**Hf pushed off its site in cubic HfO2**

A hafnium atom pushed off its site in cubic HfO2 meets a restoring force that grows slightly faster than the push, and the pressure rises although the cell keeps its size. Both are what a Hf–O repulsion that steepens at short distance would do. At this density-functional level, a push of 0.1 Å costs 0.070 eV and one of 0.2 Å about 0.3 eV. The larger push also adds about 1 GPa.

One Hf atom moved along Cartesian [1 -1 0] in the 12-atom cubic cell of fluorite-type HfO2 (a = 5.115 Å, not relaxed at this level), all else fixed. Ansatz 0.2.0, r2SCAN, plane-wave PAW, scalar-relativistic, no spin polarisation, cutoff 500 eV, k mesh 6×6×6, Gaussian smearing of 0.05 eV. Free energies are relative to the undisturbed cell; pressure is positive in compression.

```tsv
displacement (Å)	energy change (eV a cell)	force along direction (eV/Å summed over the moved atoms)	pressure (GPa)
-0.2	0.293	3.125	-7.20
-0.1	0.070	1.419	-8.13
0	0.000	0.000	-8.43
0.025	0.004	-0.343	-8.41
0.05	0.017	-0.691	-8.35
0.075	0.039	-1.048	-8.26
0.125	0.110	-1.808	-7.96
0.15	0.160	-2.219	-7.75
0.175	0.221	-2.657	-7.49
```

The undisturbed cell has space group Fm-3m, and every displaced cell has the lower symmetry Amm2. The energy change is counted from the undisturbed cell, and a positive force at negative displacement drives the atom back. Pressure and stress are positive in compression, so the negative values here belong to a stretched cell. Opposite displacements along this line are equivalent by symmetry, so the rows at -0.2 and -0.1 Å belong to the same curve as the positive ones, and no row breaks the trend. For an oxygen atom moved along one of its bonds the two directions would not be equivalent, because one way leads straight towards a Hf atom and the other towards the gap between three of them.

**Force.** An ideal spring would keep the ratio of force to displacement constant. Here the ratio rises by 14 % between 0.025 and 0.2 Å, from 13.7 to 15.6 eV/Å². The well is therefore nearly parabolic, with walls that steepen gently.

**What the bonds do.** Hf sits at the centre of a cube of eight oxygen atoms, each 2.215 Å away. A push of 0.2 Å in this direction shortens two bonds to 2.055 Å, lengthens two to 2.381 Å and hardly changes the other four. (The 2.074 Å in the output below is the shortest bond at +0.175 Å, not at the largest displacement as its label says.)

**The model.** Let each bond push its two atoms apart with a force

$$f(r)=C\,e^{(r_0-r)/s},$$

where $r$ is the bond length, $r_0$ its value at rest, $C$ the push at rest and $s$ the distance over which the push falls to about a third. A fit to the forces of all nine rows gives $C=1.05$ eV/Å and $s=0.173$ Å. At 0.2 Å the push of a short bond has then grown to 2.5 times its value at rest, while that of a long bond has dropped to 0.4 times.

The force on Hf measures the difference between the two sides. It outruns a straight line because the short side gains more than a linear law would give, and this outweighs what the long side falls short. The pressure measures the sum over all bonds, and there the gain on the short side exceeds the loss on the long side.

**Pressure rise at 0.2 Å, worked through.** The pressure is one third of the sum of bond length times push, divided by the cell volume $V=5.115^3=133.8$ Å³. All other forces in the crystal are taken to contribute the same as before. With the relative pushes 2.52, 0.38 and 0.95 for short, long and side bonds,

$$2(2.055)(2.52)+2(2.381)(0.38)+4(2.224)(0.95)-8(2.215)\approx 2.9\ \text{Å},$$

$$\Delta P\approx\frac{1.05\times 2.9}{3\times 133.8}\ \text{eV/Å}^3\approx 0.0076\ \text{eV/Å}^3\approx 1.2\ \text{GPa}.$$

The table gives $-7.20-(-8.43)=1.23$ GPa. The forces of this row were part of the fit, but no pressure was, so this is a real test. Ideal springs of the same initial stiffness would instead lower the pressure by 0.4 GPa, because the bonds become slightly longer on average, and the stretched ones, which pull the cell inwards, also count for more through their greater length.

**Where the model fails.** It gets the average pressure right but not its distribution over the axes. At -0.2 Å the calculated stress along z exceeds that along x by 0.35 GPa, whereas the model gives 0.86 GPa. An exponential push along these eight bonds is therefore not the whole story, and the close match of the average pressure may owe something to errors that cancel. The model leaves out the attraction between the ions and any shift of electrons, and these runs do not show which of them matters. Its two constants absorb part of what is missing and should not be carried over to another oxide.

**What the pressure tells about stiffness.** A pressure that rises with displacement means that the same relative displacement would cost less energy in a larger cell. From the table's slope, the site stiffens by about 4 % for each 1 % of volume lost. This matters here because the undisturbed cell stands at -8.43 GPa and would shrink if relaxed at this level. A relaxed cubic cell should therefore hold its Hf more firmly, though how much of that starting pressure comes from the finite basis was not tested.

**What the well does not prove.** One Hf per cell moves, together with its periodic images, while all other atoms stay frozen. If they could follow, the displaced energies could only fall, so the stiffness is not that of a vibration of the crystal. Cubic HfO2 is known to be unstable at low temperature through a motion of its oxygen atoms, which this scan leaves untouched.

The output below gives the model's pressures and energies row by row.

The analysis program printed:

```
shortest Hf-O distance at the largest displacement, Å: 2.074
longest Hf-O distance at the largest displacement, Å: 2.381
force over displacement at 0.025 Å, eV/Å²: 13.72
force over displacement at 0.2 Å, eV/Å²: 15.62
rise of force over displacement from 0.025 to 0.2 Å, percent: 13.88
energy at 0.2 Å if the stiffness stayed as at 0.025 Å, eV: 0.2744
fit of force_along_direction on 9 rows: coefficient of 2*exp((r0-r1)/s)*(x-g)/r1 + 2*exp((r0-r2)/s)*(x+g)/r2 + 4*exp((r0-rp)/s)*x/rp 1.053 +/- 0.00017, s 0.1728; rms 0.000764, worst 0.075 -0.00108, leave-one-out rms 0.00182
pressure rise in GPa and energy in eV:
    row  computed rise  rise from repulsion  rise from ideal springs  energy from repulsion
   -0.2           1.23                1.229                  -0.4381                 0.2934
   -0.1            0.3               0.2953                  -0.1095                0.06979
    0.0              0                    0                        0                      0
  0.025           0.02              0.01822                -0.006844               0.004293
   0.05           0.08              0.07306                 -0.02738                0.01723
  0.075           0.17               0.1651                  -0.0616                0.03897
  0.125           0.47               0.4649                  -0.1711                 0.1101
   0.15           0.68               0.6756                  -0.2464                 0.1604
  0.175           0.94               0.9296                  -0.3354                 0.2212
pressure rise at 0.2 Å, repulsion model over computed: 0.9994
gain in stiffness for 1 percent less volume, percent: 4.391
computed zz less xx stress at -0.2 Å, GPa: 0.3466
zz less xx stress at -0.2 Å from repulsion, GPa: 0.8616
computed xy shear stress at -0.2 Å, GPa: -1.238
xy shear stress at -0.2 Å from repulsion, GPa: -1.349
```
